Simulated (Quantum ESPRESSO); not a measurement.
# Si2Ni (Fm-3m) in Quantum ESPRESSO: equation of state

Aim: energy against volume of Si2Ni in PBE, for its equilibrium volume and stiffness.

Program: Quantum ESPRESSO 7.5. These are calculated values, not measurements. Logs are shortened: lines on timing, memory, paths and dates and some standing lists are left out, and cuts for length are marked.

## (1) The crystal as given

Symmetry: Fm-3m, No. 225, cubic system. Conventional cell: a = 5.406 Å, b = 5.406 Å, c = 5.406 Å, α = 90.00°, β = 90.00°, γ = 90.00°. Ni (site symmetry m-3m) has 8 Si at 2.34 Å as nearest neighbours. Si (site symmetry -43m) has 4 Ni at 2.34 Å as nearest neighbours.

## (2) Single point, PBE, collinear spin, ferromagnetic start, 12.38 Å³/atom

Contents of pw.in:

```
&CONTROL
  calculation = 'scf'
  prefix = 'pwscf'
  outdir = './tmp'
  pseudo_dir = './pseudo'
  tprnfor = .true.
  tstress = .true.
  disk_io = 'nowf'
/
&SYSTEM
  ibrav = 0
  nat = 3
  ntyp = 2
  ecutwfc = 55
  ecutrho = 440
  nbnd = 23
  occupations = 'smearing'
  smearing = 'fd'
  degauss = 0.00367493
  nspin = 2
  starting_magnetization(1) = 0.0556
  starting_magnetization(2) = 0
/
&ELECTRONS
  conv_thr = 6d-10
  electron_maxstep = 120
  mixing_beta = 0.3
/
ATOMIC_SPECIES
Ni    58.6934 ni_pbe_v1.4.uspp.F.UPF
Si    28.0850 Si.pbe-n-rrkjus_psl.1.0.0.UPF
CELL_PARAMETERS angstrom
   0.0000000000    2.6478212519    2.6478212519
   2.6478212519    0.0000000000    2.6478212519
   2.6478212519    2.6478212519    0.0000000000
ATOMIC_POSITIONS crystal
Ni     0.0000000000    0.0000000000    0.0000000000
Si     0.7500000000    0.7500000000    0.7500000000
Si     0.2500000000    0.2500000000    0.2500000000
K_POINTS automatic
9 9 9 0 0 0
```

Potentials or basis: SSSP 1.3 efficiency PBE.

The run is started by

```sh
> OMP_NUM_THREADS=2 pw.x -in pw.in > pw.out
```

pw.out:

```text
This program is part of the open-source Quantum ESPRESSO suite
     for quantum simulation of materials; please cite
[... 6 lines left out ...]
     using ibrav=0 with symmetry is DISCOURAGED, use correct ibrav instead

     Subspace diagonalization in iterative solution of the eigenvalue problem:
     a serial algorithm will be used

     G-vector sticks info
     --------------------
     sticks:   dense  smooth     PW     G-vecs:    dense   smooth      PW
     Sum        1519     757    241                39189    13803    2397

     Using Slab Decomposition

     bravais-lattice index     =            0
     lattice parameter (alat)  =       7.0762  a.u.
     unit-cell volume          =     250.5490 (a.u.)^3
     number of atoms/cell      =            3
     number of atomic types    =            2
     number of electrons       =        26.00
     number of Kohn-Sham states=           23
     kinetic-energy cutoff     =      55.0000  Ry
     charge density cutoff     =     440.0000  Ry
     scf convergence threshold =      6.0E-10
     mixing beta               =       0.3000
     number of iterations used =            8  plain     mixing
     Exchange-correlation= PBE
                           (   1   4   3   4   0   0   0)

     celldm(1)=   7.076240  celldm(2)=   0.000000  celldm(3)=   0.000000
     celldm(4)=   0.000000  celldm(5)=   0.000000  celldm(6)=   0.000000

     crystal axes: (cart. coord. in units of alat)
               a(1) = (   0.000000   0.707107   0.707107 )
               a(2) = (   0.707107   0.000000   0.707107 )
               a(3) = (   0.707107   0.707107   0.000000 )

     reciprocal axes: (cart. coord. in units 2 pi/alat)
               b(1) = ( -0.707107  0.707107  0.707107 )
               b(2) = (  0.707107 -0.707107  0.707107 )
               b(3) = (  0.707107  0.707107 -0.707107 )

     PseudoPot. # 1 for Ni read from file:
     ni_pbe_v1.4.uspp.F.UPF
     Pseudo is Ultrasoft + core correction, Zval = 18.0
     Generated by new atomic code, or converted to UPF format
     Using radial grid of  865 points,  6 beta functions with:
                l(1) =   0
                l(2) =   0
                l(3) =   1
                l(4) =   1
                l(5) =   2
                l(6) =   2
     Q(r) pseudized with 10 coefficients,  rinner =    0.980   0.980   0.980
                                                       0.980   0.980

     PseudoPot. # 2 for Si read from file:
     Si.pbe-n-rrkjus_psl.1.0.0.UPF
     Pseudo is Ultrasoft + core correction, Zval =  4.0
     Generated using "atomic" code by A. Dal Corso  v.5.1
     Using radial grid of 1141 points,  6 beta functions with:
                l(1) =   0
                l(2) =   0
                l(3) =   1
                l(4) =   1
                l(5) =   2
                l(6) =   2
     Q(r) pseudized with 0 coefficients

     atomic species   valence    mass     pseudopotential
     Ni               18.00    58.69340     Ni( 1.00)
     Si                4.00    28.08500     Si( 1.00)

     Starting magnetic structure
     atomic species   magnetization
     Ni              0.056
     Si              0.000

     48 Sym. Ops., with inversion, found

   Cartesian axes

     site n.     atom                  positions (alat units)
         1        Ni     tau(   1) = (   0.0000000   0.0000000   0.0000000  )
         2        Si     tau(   2) = (   1.0606602   1.0606602   1.0606602  )
         3        Si     tau(   3) = (   0.3535534   0.3535534   0.3535534  )

     number of k points=    35  Fermi-Dirac smearing, width (Ry)=  0.0037
                       cart. coord. in units 2pi/alat
        k(    1) = (   0.0000000   0.0000000   0.0000000), wk =   0.0013717
        k(    2) = (   0.0785674   0.0785674  -0.0785674), wk =   0.0109739
        k(    3) = (   0.1571348   0.1571348  -0.1571348), wk =   0.0109739
        k(    4) = (   0.2357023   0.2357023  -0.2357023), wk =   0.0109739
        k(    5) = (   0.3142697   0.3142697  -0.3142697), wk =   0.0109739
        k(    6) = (   0.1571348   0.0000000   0.0000000), wk =   0.0082305
[... 27 lines left out ...]
        k(   34) = (  -0.0000000  -0.4714045   0.6285394), wk =   0.0329218
        k(   35) = (  -0.0785674  -0.3928371   0.7071068), wk =   0.0329218

     Dense  grid:    39189 G-vectors     FFT dimensions: (  48,  48,  48)

     Smooth grid:    13803 G-vectors     FFT dimensions: (  36,  36,  36)

     Check: negative core charge=   -0.000004
     Generating pointlists ...
     new r_m :   0.2526 (alat units)  1.7875 (a.u.) for type    1
     new r_m :   0.2526 (alat units)  1.7875 (a.u.) for type    2

     Initial potential from superposition of free atoms

     starting charge      23.9989, renormalised to      26.0000
     Starting wfcs are   21 randomized atomic wfcs +    2 random wfcs

     Self-consistent Calculation

     iteration #  1     ecut=    55.00 Ry     beta= 0.30
     Davidson diagonalization with overlap
     ethr =  1.00E-02,  avg # of iterations =  5.9

     total energy              =    -349.97746312 Ry
     estimated scf accuracy    <      50.10851324 Ry
[... 204 lines left out ...]
     iteration # 22     ecut=    55.00 Ry     beta= 0.30
     Davidson diagonalization with overlap
     ethr =  5.55E-11,  avg # of iterations =  1.5

     Magnetic moment per site  (integrated on atomic sphere of radius R)
     atom   1 (R=0.253)  charge= 16.5202  magn=  0.0000
     atom   2 (R=0.253)  charge=  1.7125  magn= -0.0000
     atom   3 (R=0.253)  charge=  1.7125  magn= -0.0000

     End of self-consistent calculation

 ------ SPIN UP ------------

          k = 0.0000 0.0000 0.0000 (  1759 PWs)   bands (ev):

   -90.6628 -51.0679 -51.0679 -51.0679  -0.1989   8.6538   8.6538   8.6538
    10.4204  10.4204  14.4719  16.0896  16.0896  16.0896  16.4403  16.4403
    16.4403  19.1390  19.1390  19.1390  21.2344  21.2344  23.6196
[... 201 lines left out ...]
   -90.6627 -51.0690 -51.0688 -51.0685   4.4201   5.2706   7.0931   7.2583
    10.0477  10.2288  10.5140  10.8516  11.6606  16.1462  16.9426  18.5978
    20.3686  22.7243  23.6378  25.9125  26.5194  27.0627  27.7574

 ------ SPIN DOWN ----------

          k = 0.0000 0.0000 0.0000 (  1759 PWs)   bands (ev):

   -90.6628 -51.0679 -51.0679 -51.0679  -0.1989   8.6538   8.6538   8.6538
    10.4204  10.4204  14.4719  16.0896  16.0896  16.0896  16.4403  16.4403
    16.4403  19.1390  19.1390  19.1390  21.2344  21.2344  23.6197
[... 201 lines left out ...]
   -90.6627 -51.0690 -51.0688 -51.0685   4.4201   5.2706   7.0931   7.2583
    10.0476  10.2288  10.5140  10.8516  11.6605  16.1462  16.9426  18.5978
    20.3686  22.7243  23.6378  25.9125  26.5194  27.0626  27.7573

     the Fermi energy is    14.3446 ev

!    total energy              =    -366.18381905 Ry
     estimated scf accuracy    <          1.2E-10 Ry
     smearing contrib. (-TS)   =      -0.00069092 Ry
     internal energy E=F+TS    =    -366.18312813 Ry

     The total energy is F=E-TS. E is the sum of the following terms:
     one-electron contribution =    -284.33023584 Ry
     hartree contribution      =     156.03911559 Ry
     xc contribution           =     -48.22673778 Ry
     ewald contribution        =    -189.66527009 Ry

     total magnetization       =    -0.00 Bohr mag/cell
     absolute magnetization    =     0.00 Bohr mag/cell

     convergence has been achieved in  22 iterations

     Forces acting on atoms (cartesian axes, Ry/au):

     atom    1 type  1   force =    -0.00000000    0.00000000    0.00000000
     atom    2 type  2   force =    -0.00000000    0.00000000    0.00000000
     atom    3 type  2   force =     0.00000000    0.00000000    0.00000000

     Total force =     0.000000     Total SCF correction =     0.000000

     Computing stress (Cartesian axis) and pressure

          total   stress  (Ry/bohr**3)                   (kbar)     P=      151.66
   0.00103098   0.00000000   0.00000000          151.66        0.00        0.00
   0.00000000   0.00103098   0.00000000            0.00      151.66        0.00
   0.00000000   0.00000000   0.00103098            0.00        0.00      151.66

=------------------------------------------------------------------------------=
   JOB DONE.
=------------------------------------------------------------------------------=
```

Wall time 4.1 min (2 threads of Intel Xeon Platinum 8259CL at 2.50GHz (Skylake/Cascade Lake), shared host); peak memory 0.23 GiB.

Results:

| Property | Result |
| --- | --- |
| Free energy | -4982.1847 eV |
| Pressure | 15.2 GPa |
| Band gap on the k mesh | none (metal or under the smearing width) |
| Net moment | 0.00 μB per cell |
| Absolute moment | 0.00 μB per cell |
| Valence electrons inside the program's atomic spheres | Ni 16.52; Si 1.71 |

## (3) Single point, PBE, collinear spin, ferromagnetic start, 12.64 Å³/atom

Edit pw.in of step 2 so:

```diff
@@ -32,5 +32,5 @@
 CELL_PARAMETERS angstrom
-   0.0000000000    2.6478212519    2.6478212519
-   2.6478212519    0.0000000000    2.6478212519
-   2.6478212519    2.6478212519    0.0000000000
+   0.0000000000    2.6664684948    2.6664684948
+   2.6664684948    0.0000000000    2.6664684948
+   2.6664684948    2.6664684948    0.0000000000
 ATOMIC_POSITIONS crystal
```

Potentials or basis: SSSP 1.3 efficiency PBE.

The run is started by

```sh
> OMP_NUM_THREADS=2 pw.x -in pw.in > pw.out
```

Run time: 4.8 min. Hardware: 2 threads of Intel Xeon Platinum 8259CL at 2.50GHz (Skylake/Cascade Lake), shared host; peak memory 0.23 GiB.

The run converged. Its results:

| Quantity | Value |
| --- | --- |
| Free energy | -4982.2497 eV |
| Pressure | 11.1 GPa |
| Band gap on the k mesh | none (metal or under the smearing width) |
| Net moment | 0.00 μB per cell |
| Absolute moment | 0.00 μB per cell |
| Valence electrons inside the program's atomic spheres | Ni 16.54; Si 1.73 |

Caveat: negative density in the last step hints at a falsely converged state.

## (4) Single point, PBE, collinear spin, ferromagnetic start, 12.90 Å³/atom

Edit pw.in of step 3 so:

```diff
@@ -32,5 +32,5 @@
 CELL_PARAMETERS angstrom
-   0.0000000000    2.6664684948    2.6664684948
-   2.6664684948    0.0000000000    2.6664684948
-   2.6664684948    2.6664684948    0.0000000000
+   0.0000000000    2.6848585138    2.6848585138
+   2.6848585138    0.0000000000    2.6848585138
+   2.6848585138    2.6848585138    0.0000000000
 ATOMIC_POSITIONS crystal
```

The run is started by

```sh
> OMP_NUM_THREADS=2 pw.x -in pw.in > pw.out
```

It took 4.4 min on 2 threads of Intel Xeon Platinum 8259CL at 2.50GHz (Skylake/Cascade Lake), shared host; peak memory 0.24 GiB.

Results (log left out):

```
Free energy                                           : -4982.2956 eV
Pressure                                              : 7.4 GPa
Band gap on the k mesh                                : none (metal or under the smearing width)
Net moment                                            : 0.00 μB per cell
Absolute moment                                       : 0.00 μB per cell
Valence electrons inside the program's atomic spheres : Ni 16.56; Si 1.75
```

## (5) Single point, PBE, collinear spin, ferromagnetic start, 13.43 Å³/atom

Edit pw.in of step 4 so:

```diff
@@ -32,5 +32,5 @@
 CELL_PARAMETERS angstrom
-   0.0000000000    2.6848585138    2.6848585138
-   2.6848585138    0.0000000000    2.6848585138
-   2.6848585138    2.6848585138    0.0000000000
+   0.0000000000    2.7209011839    2.7209011839
+   2.7209011839    0.0000000000    2.7209011839
+   2.7209011839    2.7209011839    0.0000000000
 ATOMIC_POSITIONS crystal
```

The run is started by

```sh
> OMP_NUM_THREADS=2 pw.x -in pw.in > pw.out
```

It took 3.6 min on 2 threads of Arm Neoverse V2, shared host; peak memory 0.23 GiB.

It converged, with:

```yaml
Free_energy: -4982.3371 eV
Pressure: 1.0 GPa
Band_gap_on_the_k_mesh: none (metal or under the smearing width)
Net_moment: 0.00 μB per cell
Absolute_moment: 0.00 μB per cell
Valence_electrons_inside_the_program's_atomic_spheres: Ni 16.60; Si 1.78
```

## (6) Equation of state, PBE, collinear spin, ferromagnetic start

Potentials or basis: SSSP 1.3 efficiency PBE.

This step only gathers the single runs of the series.

What came out:

```yaml
Equilibrium_volume: "13.53 Å³/atom (rough: see the caveat)"
Bulk_modulus: 145 GPa (rough)
```

Energy against volume, from the lowest point:
```
volume (Å³/atom)  energy (meV/atom)
          12.376              50.81
          12.639              29.14
          12.902              13.82
          13.166               4.28
          13.429               0.00
```

Caveat: the minimum lies outside the volumes run.
